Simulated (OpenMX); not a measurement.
The system is Al.

```xyz
1
Lattice="0.0000 2.0248 2.0248 2.0248 0.0000 2.0248 2.0248 2.0248 0.0000" Properties=species:S:1:pos:R:3 pbc="T T T"
Al    0.0000    0.0000    0.0000
```

Base run:

* Program: OpenMX 3.8.5
* Functional: PBE
* Potentials or basis: OpenMX 2013 PBE set, Al7.0-s2p2d1, grid cutoff 300 Ry
* k mesh: 11 × 11 × 11
* Occupations: fermi-dirac, width 0.05 eV
* Spin: no spin polarisation

Its results: pressure -1.8 GPa.

Q: The run is repeated on the same cell with these changes: potentials or basis from OpenMX 2013 PBE set, Al7.0-s2p2d1, grid cutoff 300 Ry to OpenMX 2013 PBE set, Al7.0-s2p1d1, grid cutoff 300 Ry. What comes out?

A: Pressure -0.7 GPa.

Caveats: the basis of atomic orbitals isn't converged, which shifts pressures, moduli and gaps.
